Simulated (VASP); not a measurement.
# Ir (Fm-3m) in VASP: a series of runs

One crystal, Ir, is run at these levels: PBE; tasks: single point.

All numbers are computed with VASP 6.6.1; they aren't measurements. Logs are shortened: lines on timing, memory, paths and dates and some standing lists are left out, and cuts for length are marked.

### 1 The crystal as given

Symmetry: Fm-3m, No. 225, cubic system. The conventional cell has a = 3.872 Å, b = 3.872 Å, c = 3.872 Å, α = 90.00°, β = 90.00°, γ = 90.00°. Ir (site symmetry m-3m) is surrounded by 12 Ir at 2.74 Å.

### 2 Single point, PBE, collinear spin, ferromagnetic start

INCAR reads:

```
PREC = Accurate ; ENCUT = 520
EDIFF = 1E-7 ; ISMEAR = 0
SIGMA = 0.1 ; LREAL = F
LASPH = T ; NELM = 100
ALGO = Fast ; ISIF = 2
LWAVE = F ; LCHARG = F
ISPIN = 2 ; MAGMOM = 1
LORBIT = 11 ; LMAXMIX = 4
GGA = PE ; NBANDS = 14
```

KPOINTS reads:

```
regular mesh
0
Gamma
  18 18 18
```

POSCAR reads:

```
Ir                                      
1.0
    0.0000000000      1.9361948631      1.9361948631
    1.9361948631      0.0000000000      1.9361948631
    1.9361948631      1.9361948631      0.0000000000
  Ir            
     1
Direct
     0.0000000000000000    0.0000000000000000    0.0000000000000000
```

Potentials or basis: VASP PAW PBE potentials, release 64 (Ir).

On the command line:

```bash
$ cat potpaw_PBE.64/Ir/POTCAR > POTCAR
$ mpirun -np 1 vasp_std > vasp.out
```

OUTCAR:

```text
PREC = Accurate
   ENCUT = 520
   EDIFF = 1E-7
   ISMEAR = 0
   LREAL = F
   LASPH = T
   NELM = 100
   ISIF = 2
   ISPIN = 2
   LORBIT = 11
   GGA = PE

 ion  position               nearest neighbor table
   1  0.000  0.000  0.000-

  LATTYP: Found a face centered cubic cell.
 ALAT       =     3.8723897262

  Lattice vectors:

 A1 = (   0.0000000000,   1.9361948631,   1.9361948631)
 A2 = (   1.9361948631,   0.0000000000,   1.9361948631)
 A3 = (   1.9361948631,   1.9361948631,   0.0000000000)

Analysis of symmetry for initial positions (statically):
=====================================================================
 Subroutine PRICEL returns:
 Original cell was already a primitive cell.

 Routine SETGRP: Setting up the symmetry group for a
 face centered cubic supercell.

 Subroutine GETGRP returns: Found 48 space group operations
 (whereof 48 operations were pure point group operations)
 out of a pool of 48 trial point group operations.

The static configuration has the point symmetry O_h .

Analysis of symmetry for dynamics (positions and initial velocities):
=====================================================================
 Subroutine PRICEL returns:
 Original cell was already a primitive cell.

 Routine SETGRP: Setting up the symmetry group for a
 face centered cubic supercell.

 Subroutine GETGRP returns: Found 48 space group operations
 (whereof 48 operations were pure point group operations)
 out of a pool of 48 trial point group operations.

The dynamic configuration has the point symmetry O_h .

Analysis of structural, dynamic, and magnetic symmetry:
=====================================================================
 Subroutine PRICEL returns:
 Original cell was already a primitive cell.

 Routine SETGRP: Setting up the symmetry group for a
 face centered cubic supercell.

 Subroutine GETGRP returns: Found 48 space group operations
 (whereof 48 operations were pure point group operations)
 out of a pool of 48 trial point group operations.

The overall configuration has the point symmetry O_h .

 Subroutine INISYM returns: Found 48 space group operations
 (whereof 48 operations are pure point group operations),
 and found     1 'primitive' translations

----------------------------------------------------------------------------------------

                                     Primitive cell

  volume of cell :      14.5170

  direct lattice vectors                    reciprocal lattice vectors
     0.000000000  1.936194863  1.936194863    -0.258238470  0.258238470  0.258238470
     1.936194863  0.000000000  1.936194863     0.258238470 -0.258238470  0.258238470
     1.936194863  1.936194863  0.000000000     0.258238470  0.258238470 -0.258238470

  length of vectors
     2.738193035  2.738193035  2.738193035     0.447282151  0.447282151  0.447282151

  position of ions in fractional coordinates (direct lattice)
     0.000000000  0.000000000  0.000000000

  ion indices of the primitive-cell ions
   primitive index   ion index
                 1           1

----------------------------------------------------------------------------------------

 KPOINTS: regular mesh

Automatic generation of k-mesh.
 Grid dimensions read from file:
 generate k-points for:   18   18   18

 Generating k-lattice:

  Cartesian coordinates                     Fractional coordinates (reciprocal lattice)
    -0.014346582  0.014346582  0.014346582     0.055555556  0.000000000  0.000000000
     0.014346582 -0.014346582  0.014346582     0.000000000  0.055555556  0.000000000
     0.014346582  0.014346582 -0.014346582     0.000000000  0.000000000  0.055555556

  Length of vectors
     0.024849008  0.024849008  0.024849008

  Shift w.r.t. Gamma in fractional coordinates (k-lattice)
     0.000000000  0.000000000  0.000000000

 Subroutine IBZKPT returns following result:
 ===========================================

 Found    195 irreducible k-points:

 Following reciprocal coordinates:
            Coordinates               Weight
  0.000000  0.000000  0.000000      1.000000
  0.055556  0.000000  0.000000      8.000000
  0.111111  0.000000  0.000000      8.000000
  0.166667  0.000000  0.000000      8.000000
  0.222222  0.000000  0.000000      8.000000
  0.277778  0.000000  0.000000      8.000000
[... 16 lines left out ...]
 -0.277778  0.055556  0.000000     24.000000
 -0.222222  0.055556  0.000000     24.000000
 [... further k-points ...]
   k-points           NKPTS =    195   k-points in BZ     NKDIM =    195   number of bands    NBANDS=     14
   number of dos      NEDOS =    301   number of ions     NIONS =      1
   total plane-waves  NPLWV =   8000
   dimension x,y,z NGX =    20 NGY =   20 NGZ =   20
   dimension x,y,z NGXF=    40 NGYF=   40 NGZF=   40
   ions per type =               1
   NGX,Y,Z   is equivalent  to a cutoff of  12.14, 12.14, 12.14 a.u.
   NGXF,Y,Z  is equivalent  to a cutoff of  24.29, 24.29, 24.29 a.u.
 SYSTEM =  unknown system
   PREC   = accura    normal or accurate (medium, high low for compatibility)
   ISTART =      0    job   : 0-new  1-cont  2-samecut
   ICHARG =      2    charge: 1-file 2-atom 10-const
   ISPIN  =      2    spin polarized calculation?
   LNONCOLLINEAR =      F non collinear calculations
   LSORBIT =      F    spin-orbit coupling
   LASPH  =      T    aspherical Exc in radial PAW
   ENCUT  =  520.0 eV  38.22 Ry    6.18 a.u.   5.09  5.09  5.09*2*pi/ulx,y,z
   NELM   =    100;   NELMIN=  2; NELMDL= -5     # of ELM steps
   EDIFF  = 0.1E-06   stopping-criterion for ELM
   LREAL  =      F    real-space projection
   EDIFFG = 0.1E-05   stopping-criterion for IOM
   NSW    =      0    number of steps for IOM
   IBRION =     -1    ionic relax: 0-MD 1-quasi-New 2-CG
   NFREE  =      0    steps in history (QN), initial steepest desc. (CG)
   ISIF   =      2    stress and relaxation
   ISYM   =      2    0-nonsym 1-usesym 2-fastsym
   POTIM  = 0.5000    time-step for ionic-motion
   TEBEG  =    0.0;   TEEND  =   0.0 temperature during run
   PSTRESS=    0.0 pullay stress
   NELECT =       9.0000    total number of electrons
   NUPDOWN=      -1.0000    fix difference up-down
   EMIN   =  10.00;   EMAX   =-10.00  energy-range for DOS
   EFERMI =   0.00;   METHOD = LEGACY
   ISMEAR =     0;   SIGMA  =   0.10  broadening in eV -4-tet -1-fermi 0-gaus
   EFERMI_NEDOS =   21; number of points for ismear=-14 and -15
   IALGO  =     68    algorithm
   IMIX   =      4    mixing-type and parameters
     AMIX     =   0.40;   BMIX     =  1.00
     AMIX_MAG =   1.60;   BMIX_MAG =  1.00
  volume/ion in A,a.u.               =      14.52        97.97
  Fermi-wavevector in a.u.,A,eV,Ry     =   1.395929  2.637923 26.512547  1.948617
  Thomas-Fermi vector in A             =   2.519333
   LORBIT       =     11    0 simple, 1 ext, 2 COOP (PROOUT), +10 PAW based schemes
   GGA     = PE    functional components
   LHFCALC =     F    Hartree Fock is set to
   AEXX    =    0.0000 exact exchange contribution
   IVDW    =     0    specifies the selected vdW correction
   LEPSILON=     F    determine dielectric tensor
   LRPA    =     F    only Hartree local field effects (RPA)
 spin polarized calculation
 RMM-DIIS sequential band-by-band and
 Gauss-broadening in eV      SIGMA  =   0.10
  energy-cutoff  :      520.00
  volume of cell :       14.52
 maximum number of plane-waves:       399
   NGX = 11   NGY = 11   NGZ = 11

 number of electron       9.0000000 magnetization       0.0017371

 number of electron       9.0000000 magnetization      -0.0000255

 Free energy of the ion-electron system (eV)
  ---------------------------------------------------
  ext. energy  EPLUGINS =         0.00000000
  ---------------------------------------------------
  free energy    TOTEN  =        -8.85380037 eV

  energy without entropy =       -8.84842393  energy(sigma->0) =       -8.85111215

 E-fermi :   9.9939     XC(G=0): -13.8347

 val. band max:        9.9913004325   @ k =   0.5000   0.2222   0.1111
 cond. band min:       9.9982589503   @ k =   0.3333   0.1111   0.0556
 fundamental gap:      0.0069585178
 Fermi energy:         9.9939129240

 spin component 1

 k-point     1 :       0.0000    0.0000    0.0000
  band No.  band energies     occupation
      1      -0.8796      1.00000
      2       6.2282      1.00000
      3       6.2282      1.00000
      4       6.2282      1.00000
      5       8.8082      1.00000
      6       8.8082      1.00000
      7      24.3374      0.00000
      8      29.7705      0.00000
      9      29.7705      0.00000
     10      29.7705      0.00000
     11      34.5821      0.00000
     12      42.9944      0.00000
     13      42.9956      0.00000
     14      42.9965      0.00000

 k-point     2 :       0.0556    0.0000    0.0000
  band No.  band energies     occupation
      1      -0.7458      1.00000
      2       6.1575      1.00000
      3       6.2861      1.00000
      4       6.2861      1.00000
      5       8.7713      1.00000
      6       8.7713      1.00000
      7      24.5664      0.00000
      8      29.0328      0.00000
      9      29.9879      0.00000
     10      29.9879      0.00000
     11      35.4254      0.00000
     12      41.3006      0.00000
     13      41.9646      0.00000
     14      41.9656      0.00000
[... 343 lines left out ...]
      1       1.8652      1.00000
      2       5.9100      1.00000
      3       6.5272      1.00000
      4       6.6305      1.00000
      5       9.0040      1.00000
      6       9.8795      0.94711
      7      22.3253      0.00000
      8      26.1776      0.00000
      9      31.3937      0.00000
     10      33.5458      0.00000
     11      34.4044      0.00000
     12      35.8999      0.00000
     13      36.8078      0.00000
     14      42.4900      0.00000

 k-point    24 :      -0.2222    0.0556    0.0000
  band No.  band energies     occupation
      1       1.2901      1.00000
      2       5.5847      1.00000
      3       6.6687      1.00000
      4       6.7577      1.00000
      5       8.5383      1.00000
      6       9.3606      1.00000
      7      24.0116      0.00000
      8      26.7853      0.00000
      9      31.7346      0.00000
     10      32.9737      0.00000
     11      34.2858      0.00000
     12      36.6293      0.00000
     13      36.9016      0.00000
     14      44.3043      0.00000

 [... further k-points ...]

 spin component 2

 k-point     1 :       0.0000    0.0000    0.0000
  band No.  band energies     occupation
      1      -0.8796      1.00000
      2       6.2282      1.00000
      3       6.2282      1.00000
      4       6.2282      1.00000
      5       8.8082      1.00000
      6       8.8082      1.00000
      7      24.3374      0.00000
      8      29.7705      0.00000
      9      29.7705      0.00000
     10      29.7705      0.00000
     11      34.5820      0.00000
     12      42.9927      0.00000
     13      42.9961      0.00000
     14      42.9964      0.00000

 k-point     2 :       0.0556    0.0000    0.0000
  band No.  band energies     occupation
      1      -0.7458      1.00000
      2       6.1575      1.00000
      3       6.2861      1.00000
      4       6.2861      1.00000
      5       8.7713      1.00000
      6       8.7713      1.00000
      7      24.5664      0.00000
      8      29.0328      0.00000
      9      29.9880      0.00000
     10      29.9880      0.00000
     11      35.4253      0.00000
     12      41.3008      0.00000
     13      41.9640      0.00000
     14      41.9700      0.00000
[... 343 lines left out ...]
      1       1.8652      1.00000
      2       5.9100      1.00000
      3       6.5272      1.00000
      4       6.6305      1.00000
      5       9.0040      1.00000
      6       9.8795      0.94713
      7      22.3253      0.00000
      8      26.1777      0.00000
      9      31.3937      0.00000
     10      33.5458      0.00000
     11      34.4044      0.00000
     12      35.8999      0.00000
     13      36.8078      0.00000
     14      42.4915      0.00000

 k-point    24 :      -0.2222    0.0556    0.0000
  band No.  band energies     occupation
      1       1.2901      1.00000
      2       5.5847      1.00000
      3       6.6687      1.00000
      4       6.7577      1.00000
      5       8.5383      1.00000
      6       9.3606      1.00000
      7      24.0115      0.00000
      8      26.7853      0.00000
      9      31.7346      0.00000
     10      32.9737      0.00000
     11      34.2858      0.00000
     12      36.6294      0.00000
     13      36.9016      0.00000
     14      42.6457      0.00000

 [... further k-points ...]

------------------------ aborting loop because EDIFF is reached ----------------------------------------

  FORCE on cell =-STRESS in cart. coord.  units (eV):
  Direction    XX          YY          ZZ          XY          YZ          ZX
  --------------------------------------------------------------------------------------
  -------------------------------------------------------------------------------------
  Total        0.0011803      0.0011803      0.0011803      0.0000000      0.0000000      0.0000000
  in kB        0.1302632      0.1302632      0.1302632      0.0000000      0.0000000      0.0000000
  external PRESSURE =       0.1302632 kB  Pullay stress =       0.0000000 kB

 VOLUME and BASIS-vectors are now :
 -----------------------------------------------------------------------------
  energy-cutoff  :      520.00
  volume of cell :       14.52
      direct lattice vectors                 reciprocal lattice vectors
     0.000000000  1.936194863  1.936194863    -0.258238470  0.258238470  0.258238470
     1.936194863  0.000000000  1.936194863     0.258238470 -0.258238470  0.258238470
     1.936194863  1.936194863  0.000000000     0.258238470  0.258238470 -0.258238470

 POSITION                                       TOTAL-FORCE (eV/Angst)
 -----------------------------------------------------------------------------------
      0.00000      0.00000      0.00000         0.000000      0.000000      0.000000
 -----------------------------------------------------------------------------------
    total drift:                                0.000000     -0.000000     -0.000000

  FREE ENERGIE OF THE ION-ELECTRON SYSTEM (eV)
  ---------------------------------------------------
  free  energy   TOTEN  =        -8.8538003720 eV

  energy  without entropy=       -8.8484239295  energy(sigma->0) =       -8.85111215

 total charge

# of ion       s       p       d       tot
------------------------------------------
    1        0.659   0.706   6.947   8.312

 magnetization (x)

# of ion       s       p       d       tot
------------------------------------------
    1       -0.000   0.000  -0.000  -0.000
```

Run time: 44 s. Hardware: 1 thread of Intel Xeon Platinum 8488C (Sapphire Rapids), shared host; peak memory 0.18 GiB.

Results:

```
Free energy                                           : -8.8538 eV
Pressure                                              : 0.0 GPa
Band gap on the k mesh                                : none (metal or under the smearing width)
Net moment                                            : 0.00 μB per cell
Valence electrons inside the program's atomic spheres : Ir 8.31
```

Levels at points of the mesh, in eV from the Fermi level:
Spin up:
| k point | band 1 | band 2 | band 3 | band 4 | band 5 | band 6 | band 7 | band 8 | band 9 |
| --- | --- | --- | --- | --- | --- | --- | --- | --- | --- |
| (0.00, 0.00, 0.00) | -10.87 | -3.77 | -3.77 | -3.77 | -1.19 | -1.19 | 14.34 | 19.78 | 19.78 |
| (0.50, 0.00, 0.00) | -7.86 | -3.86 | -3.86 | -0.72 | 0.82 | 0.82 | 6.97 | 13.88 | 19.54 |
| (0.50, 0.50, 0.00) | -7.65 | -7.09 | 0.79 | 1.37 | 1.37 | 1.67 | 10.13 | 11.56 | 11.56 |
Spin down:
```csv
k point,band 1,band 2,band 3,band 4,band 5,band 6,band 7,band 8
"(0.00, 0.00, 0.00)",-10.87,-3.77,-3.77,-3.77,-1.19,-1.19,14.34,19.78
"(0.50, 0.00, 0.00)",-7.86,-3.86,-3.86,-0.72,0.82,0.82,6.97,13.88
"(0.50, 0.50, 0.00)",-7.65,-7.09,0.79,1.37,1.37,1.67,10.13,11.56
```

### 3 Single point, PBE, collinear spin, ferromagnetic start (a relaxed cell with its volume scaled by 0.97)

INCAR is that of step 2.

KPOINTS is that of step 2.

POSCAR reads:

```
Ir                                      
1.0
    0.0000000000      1.9166360020      1.9166360020
    1.9166360020      0.0000000000      1.9166360020
    1.9166360020      1.9166360020      0.0000000000
  Ir            
     1
Direct
     0.0000000000000000    0.0000000000000000    0.0000000000000000
```

Potentials or basis: VASP PAW PBE potentials, release 64 (Ir).

On the command line:

```bash
$ cat potpaw_PBE.64/Ir/POTCAR > POTCAR
$ mpirun -np 1 vasp_std > vasp.out
```

Wall time 44 s (1 thread of Intel Xeon Platinum 8488C (Sapphire Rapids), shared host); peak memory 0.18 GiB.

It converged, with:

```
Free energy                                           : -8.8384 eV
Pressure                                              : 11.5 GPa
Band gap on the k mesh                                : none (metal or under the smearing width)
Net moment                                            : 0.00 μB per cell
Valence electrons inside the program's atomic spheres : Ir 8.41
```

Levels at points of the mesh, in eV from the Fermi level:
Spin up:
| k point | band 2 | band 3 | band 4 | band 5 | band 6 | band 7 |
| --- | --- | --- | --- | --- | --- | --- |
| (0.00, 0.00, 0.00) | -3.95 | -3.95 | -3.95 | -1.24 | -1.24 | 14.28 |
| (0.50, 0.00, 0.00) | -4.06 | -4.06 | -0.81 | 0.87 | 0.87 | 7.28 |
| (0.50, 0.50, 0.00) | -7.43 | 0.84 | 1.45 | 1.45 | 1.66 | 10.54 |
Spin down:
| k point | band 1 | band 2 | band 3 | band 4 | band 5 | band 6 | band 7 | band 8 | band 9 |
| --- | --- | --- | --- | --- | --- | --- | --- | --- | --- |
| (0.00, 0.00, 0.00) | -11.21 | -3.95 | -3.95 | -3.95 | -1.24 | -1.24 | 14.28 | 19.89 | 19.89 |
| (0.50, 0.00, 0.00) | -8.19 | -4.06 | -4.06 | -0.81 | 0.87 | 0.87 | 7.28 | 13.82 | 19.80 |
| (0.50, 0.50, 0.00) | -8.00 | -7.43 | 0.84 | 1.45 | 1.45 | 1.66 | 10.54 | 11.69 | 11.69 |

Spin-orbit coupling is left out, which matters for the levels of Ir.

### 4 Single point, PBE, collinear spin, ferromagnetic start (a relaxed cell with its volume scaled by 1.03)

INCAR is that of step 3.

KPOINTS is that of step 3.

POSCAR reads:

```
Ir                                      
1.0
    0.0000000000      1.9553663561      1.9553663561
    1.9553663561      0.0000000000      1.9553663561
    1.9553663561      1.9553663561      0.0000000000
  Ir            
     1
Direct
     0.0000000000000000    0.0000000000000000    0.0000000000000000
```

On the command line:

```bash
$ cat potpaw_PBE.64/Ir/POTCAR > POTCAR
$ mpirun -np 1 vasp_std > vasp.out
```

It took 52 s on 1 thread of Intel Xeon Platinum 8488C (Sapphire Rapids), shared host; peak memory 0.2 GiB.

It converged, with:

```yaml
Free_energy: -8.8406 eV
Pressure: -9.6 GPa
Band_gap_on_the_k_mesh: none (metal or under the smearing width)
Net_moment: 0.00 μB per cell
Valence_electrons_inside_the_program's_atomic_spheres: Ir 8.22
```

Levels at points of the mesh, in eV from the Fermi level:
Spin up:
| k point | band 2 | band 3 | band 4 | band 5 | band 6 | band 7 |
| --- | --- | --- | --- | --- | --- | --- |
| (0.00, 0.00, 0.00) | -3.59 | -3.59 | -3.59 | -1.13 | -1.13 | 14.40 |
| (0.50, 0.00, 0.00) | -3.68 | -3.68 | -0.64 | 0.78 | 0.78 | 6.69 |
| (0.50, 0.50, 0.00) | -6.78 | 0.74 | 1.30 | 1.30 | 1.69 | 9.75 |
Spin down:
| k point | band 1 | band 2 | band 3 | band 4 | band 5 | band 6 | band 7 | band 8 |
| --- | --- | --- | --- | --- | --- | --- | --- | --- |
| (0.00, 0.00, 0.00) | -10.56 | -3.59 | -3.59 | -3.59 | -1.13 | -1.13 | 14.40 | 19.66 |
| (0.50, 0.00, 0.00) | -7.56 | -3.68 | -3.68 | -0.64 | 0.78 | 0.78 | 6.69 | 13.93 |
| (0.50, 0.50, 0.00) | -7.32 | -6.78 | 0.74 | 1.30 | 1.30 | 1.69 | 9.75 | 11.42 |

(Part 1 of 2 ends here.)
